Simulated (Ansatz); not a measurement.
**Ga₂O₃: all-electron results**

```yaml
crystal:
  lattice:
    - [3.02465, 0.00000, 0.00000]
    - [-1.51232, 2.61942, 0.00000]
    - [0.00000, 0.00000, 7.51944]
  atoms:
    - { symbol: Ga, position: [0.33333, 0.66667, 0.18828] }
    - { symbol: Ga, position: [0.66667, 0.33333, 0.81172] }
    - { symbol: O, position: [0.00000, 0.00000, 0.00000] }
    - { symbol: O, position: [0.33333, 0.66667, 0.71345] }
    - { symbol: O, position: [0.66667, 0.33333, 0.28655] }
```

Atom numbers follow the list: Ga1, Ga2, O3, O4, O5.

The structure comes from a relaxation in the same program, started in the La2O3 type, and has space group P-3m1. Whether it is a known phase or the ground state wasn't checked.

All numbers are computed: DFT, PBE, all-electron LAPW, scalar-relativistic (Ansatz 0.2.0); DFT, PBE, PAW with Ansatz's default frozen-core files, scalar-relativistic (Ansatz 0.2.0); DFT, PBE, all-electron PAW with datasets made for the crystal, scalar-relativistic (Ansatz 0.2.0).

For LAPW: a Γ-centred 11×11×7 k mesh, Fermi–Dirac smearing of 0.08 eV, basis error target 1 meV/atom, no spin polarisation. PAW takes a cutoff of 420 eV at this cell. The crystal-made all-electron datasets (AE datasets) take a cutoff of 500 eV at this cell. The Ansatz runs share mesh, smearing and spin set-up. Values come from LAPW unless marked.

```json
{
  "Stress xx, yy, zz (compression positive)": "-0.06, -0.06, 0.04 GPa",
  "Smallest direct gap on the path": "2.59 eV",
  "Löwdin charges (with 0.14 e of the cell spilling out of the atomic basis, so their sizes and signs hang on that basis)": "Ga1 1.04, O3 -0.67, O4 -0.64 e",
  "Band gap": "2.57 eV, indirect from the line K (0.333, 0.333, 0)–Γ to Γ (the direct gap is only 0.03 eV larger)",
  "Largest force": "0.008 eV/Å on Ga1",
  "Volume per atom": "80.4 bohr³",
  "Pressure at this cell": "-0.03 GPa"
}
```

**Question.** Predict this quantity. Bader charges (from the PAW run).

**Answer.** Ga1 +1.86, O3 -1.31, O4 -1.20 e.

**Question.** Field gradients Vzz (crystal-made datasets): what does the calculation give?

**Answer.** Ga1 9.16 (η = 0.00), O3 -1.04 (η = 0.00), O4 -6.84 (η = 0.00) in 10²¹ V/m².
